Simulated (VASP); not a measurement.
A run of VASP 6.6.1 is set up as follows.

File POSCAR:

```
PtSe2                                   
1.0
    3.7683257513      0.0000000000      0.0000000000
   -1.8841628756      3.2634658303      0.0000000000
   -0.0000000000     -0.0000000000      4.8198134677
  Pt              Se            
     1     2
Direct
     0.0000000000000000    0.0000000000000000    0.0000000000000000
     0.3333333332999970    0.6666666667000030    0.2665143349454959
     0.6666666667000030    0.3333333332999970    0.7334856650545041
```

Contents of INCAR.step1:

```
SYSTEM = PtSe2
ALGO = Normal
EDIFF = 1E-5
ENCUT = 520
GGA = PE
ISIF = 2
ISMEAR = 0
KPAR = 2
LASPH = .TRUE.
LCHARG = .FALSE.
LMAXMIX = 4
LREAL = .FALSE.
LWAVE = .TRUE.
NBANDS = 18
NELM = 80
PREC = Accurate
SIGMA = 0.03
```

The input INCAR.step2:

```
SYSTEM = PtSe2
ALGO = Normal
EDIFF = 1E-6
ENCUT = 520
ISIF = 2
ISMEAR = 0
ISTART = 1
KPAR = 2
LASPH = .TRUE.
LCHARG = .FALSE.
LMAXMIX = 4
LREAL = .FALSE.
LWAVE = .FALSE.
METAGGA = MBJ
NBANDS = 18
NELM = 80
PREC = Accurate
SIGMA = 0.03
```

The input KPOINTS:

```
k-points
0
G
  9 9 5
  0 0 0
```

KPOINTS_OPT

```
explicit points
213
Reciprocal
 0.0000000000  0.0000000000  0.0000000000 1
 0.0357142857  0.0000000000  0.0000000000 1
 0.0714285714  0.0000000000  0.0000000000 1
 0.1071428571  0.0000000000  0.0000000000 1
 0.1428571429  0.0000000000  0.0000000000 1
 0.1785714286  0.0000000000  0.0000000000 1
[... 205 lines left out ...]
 0.5000000000  0.0000000000  0.0281974800 1
 0.5000000000  0.0000000000 -0.0281974800 1
```

Potentials or basis: VASP PAW PBE potentials, release 64 (Pt, Se).

Command:

```bash
$ cat potpaw_PBE.64/Pt/POTCAR potpaw_PBE.64/Se/POTCAR > POTCAR
$ cp INCAR.step1 INCAR
$ mpirun -np 2 vasp_std > vasp.out
$ cp INCAR.step2 INCAR
$ mpirun -np 2 vasp_std > vasp.out
```

Task: Estimate the band gap along the path.

Result: None (metal or under the smearing width).

Levels at the corners of the path, in eV from the Fermi level:
```
point  band 8  band 9  band 10  band 11  band 12  band 13  band 14  band 15
    Γ   -2.72   -1.26    -1.26     0.57     0.94     0.94     3.76     4.55
    M   -3.78   -3.59    -3.50    -3.06     0.45     2.39     5.13     6.39
    M   -3.78   -3.59    -3.50    -3.06     0.45     2.39     5.13     6.39
    K   -3.84   -2.44    -1.92    -1.92    -0.02    -0.02     3.85     7.84
    K   -3.84   -2.44    -1.92    -1.92    -0.02    -0.02     3.85     7.84
    Γ   -2.72   -1.26    -1.26     0.57     0.94     0.94     3.76     4.55
    Γ   -2.72   -1.26    -1.26     0.57     0.94     0.94     3.76     4.55
    A   -3.03   -1.97    -1.97    -1.81     2.22     2.22     5.35     6.58
    A   -3.03   -1.97    -1.97    -1.81     2.22     2.22     5.35     6.58
    L   -3.59   -3.33    -2.78    -1.25     0.51     1.43     5.02     5.31
    L   -3.59   -3.33    -2.78    -1.25     0.51     1.43     5.02     5.31
    H   -4.45   -3.71    -2.76    -2.76     2.25     2.25     6.64     7.76
    H   -4.45   -3.71    -2.76    -2.76     2.25     2.25     6.64     7.76
    A   -3.03   -1.97    -1.97    -1.81     2.22     2.22     5.35     6.58
    L   -3.59   -3.33    -2.78    -1.25     0.51     1.43     5.02     5.31
    M   -3.78   -3.59    -3.50    -3.06     0.45     2.39     5.13     6.39
    K   -3.84   -2.44    -1.92    -1.92    -0.02    -0.02     3.85     7.84
    H   -4.45   -3.71    -2.76    -2.76     2.25     2.25     6.64     7.76
```

Caveat: spin-orbit coupling is left out, which moves the levels of the heavy elements.
